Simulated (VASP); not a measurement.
Write the native input for VASP 6.6.1 that does the following.

```yaml
Task: band structure
Functional: revPBE
Potentials_or_basis: VASP PAW PBE potentials, release 64 (Sn_d, Se)
Cutoff: 520 eV
k_mesh: 3 × 6 × 6
Occupations: fermi-dirac, width 0.05 eV
Spin: no spin polarisation
Further_INCAR_settings: ALGO = Normal; EDIFF = 1e-07
```

Crystal: SnSe.

```xyz
8
Lattice="11.4200 0.0000 0.0000 0.0000 4.1900 0.0000 0.0000 0.0000 4.4600" Properties=species:S:1:pos:R:3 pbc="T T T"
Sn   10.0153    3.1425    4.0541
Sn    7.1147    1.0475    1.8241
Sn    4.3053    3.1425    2.6359
Sn    1.4047    1.0475    0.4059
Se    7.3431    3.1425    4.3886
Se    9.7869    1.0475    2.1586
Se    1.6331    3.1425    2.3014
Se    4.0769    1.0475    0.0714
```

These files were run (other wordings do the same):

POSCAR

```
SnSe
1.0
   11.4200000000      0.0000000000      0.0000000000
    0.0000000000      4.1900000000      0.0000000000
    0.0000000000      0.0000000000      4.4600000000
Sn Se
4 4
Direct
    0.8770000000      0.7500000000      0.9090000000
    0.6230000000      0.2500000000      0.4090000000
    0.3770000000      0.7500000000      0.5910000000
    0.1230000000      0.2500000000      0.0910000000
    0.6430000000      0.7500000000      0.9840000000
    0.8570000000      0.2500000000      0.4840000000
    0.1430000000      0.7500000000      0.5160000000
    0.3570000000      0.2500000000      0.0160000000
```

INCAR.step1

```
PREC = Accurate
ENCUT = 520
EDIFF = 1E-7
ISMEAR = -1
SIGMA = 0.05
LREAL = False
LASPH = True
NELM = 80
ALGO = Normal
ISIF = 2
LWAVE = False
LCHARG = True
GGA = RE
```

KPOINTS.step1

```
Automatic mesh
0
Gamma
  3 6 6
```

INCAR.step2

```
PREC = Accurate
ENCUT = 520
EDIFF = 1E-7
ISMEAR = 0
SIGMA = 0.05
LREAL = False
LASPH = True
NELM = 80
ALGO = Normal
ISIF = 2
LWAVE = False
LCHARG = False
GGA = RE
ICHARG = 11
```

KPOINTS.step2

```
path GXSYGZURTZ,YT,UX,SR
10
line-mode
reciprocal
 0.0000000000  0.0000000000  0.0000000000  G
 0.0000000000  0.5000000000  0.0000000000  X

 0.0000000000  0.5000000000  0.0000000000  X
 0.0000000000  0.5000000000  0.5000000000  S

 0.0000000000  0.5000000000  0.5000000000  S
 0.0000000000  0.0000000000  0.5000000000  Y

 0.0000000000  0.0000000000  0.5000000000  Y
 0.0000000000  0.0000000000  0.0000000000  G

 0.0000000000  0.0000000000  0.0000000000  G
 0.5000000000  0.0000000000  0.0000000000  Z

 0.5000000000  0.0000000000  0.0000000000  Z
 0.5000000000  0.5000000000  0.0000000000  U

 0.5000000000  0.5000000000  0.0000000000  U
 0.5000000000  0.5000000000  0.5000000000  R

 0.5000000000  0.5000000000  0.5000000000  R
 0.5000000000  0.0000000000  0.5000000000  T

 0.5000000000  0.0000000000  0.5000000000  T
 0.5000000000  0.0000000000  0.0000000000  Z

 0.0000000000  0.0000000000  0.5000000000  Y
 0.5000000000  0.0000000000  0.5000000000  T

 0.5000000000  0.5000000000  0.0000000000  U
 0.0000000000  0.5000000000  0.0000000000  X

 0.0000000000  0.5000000000  0.5000000000  S
 0.5000000000  0.5000000000  0.5000000000  R
```

Potentials or basis: VASP PAW PBE potentials, release 64 (Sn_d, Se).

Launch:

```bash
$ cat potpaw_PBE.64/Sn_d/POTCAR potpaw_PBE.64/Se/POTCAR > POTCAR
$ cp INCAR.step1 INCAR
$ cp KPOINTS.step1 KPOINTS
$ mpirun -np 1 vasp_std > vasp.out
$ cp INCAR.step2 INCAR
$ cp KPOINTS.step2 KPOINTS
$ mpirun -np 1 vasp_std > vasp.out
```

It gave:

```json
{
 "Band gap on the k mesh": "0.57 eV, indirect (least direct gap 0.73 eV)",
 "Band gap along the path": "0.57 eV, indirect (least direct gap 0.73 eV)"
}
```

Caveat: the log is that of the step along the path at fixed density, whose energy, stress, charges and moments have no meaning; spin-orbit coupling is left out, which moves the levels of the heavy elements.

Run time: 17 min on 1 thread of Intel(R) Xeon(R) Platinum 8375C CPU @ 2.90GHz (Ice Lake) (shared host), peak memory 0.94 GiB.
